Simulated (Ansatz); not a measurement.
**Sb in Ansatz: the effect of functional**

Sb:

```
Sb
1.0
     0.00000   -2.37124   -2.37124
    -2.37124    0.00000   -2.37124
     2.37124    2.37124   -4.74249
Sb
2
Cartesian
  0.2428 0.1668 -4.9034
  2.1284 2.2045 -4.5816
```

The cell isn't the ideal one: all atoms moved at random, sigma 0.25 Å a component.

Alike in all runs:

* Program: Ansatz 0.2.0
* Task: band structure
* Potentials or basis: Ansatz PAW
* k mesh: 9 × 9 × 5
* Occupations: fermi-dirac, width 0.05 eV
* Spin: no spin polarisation

| functional | cutoff | pressure (GPa) | largest force (eV/Å) |
| --- | --- | --- | --- |
| LDA | 420 eV (not typed: the program's choice for these potentials) | 8.2 | 1.54 |
| PBE | 420 eV (not typed: the program's choice for these potentials) | 13.0 | 1.94 |
| PBEsol | 420 eV (not typed: the program's choice for these potentials) | 9.7 | 1.76 |
| RPBE | 420 eV (not typed: the program's choice for these potentials) | 14.5 | 2.03 |
| revPBE | 420 eV (not typed: the program's choice for these potentials) | 14.1 | 2.01 |
| BLYP | 420 eV (not typed: the program's choice for these potentials) | ? | ? |
| r2SCAN | 500 eV (not typed: the program's choice for these potentials) | 12.5 | 1.53 |

**Question.** What does the run with functional BLYP give?

**Answer.** Pressure 18.5 GPa; largest force 1.98 eV/Å.

Caveats: forces of over 1 eV/Å show positions far from the minimum, so gaps and moduli don't describe the material at rest; the PAW data sets come from PBE, with cores solved anew for the run's functional, which leaves a small shift of forces and pressure (some runs).
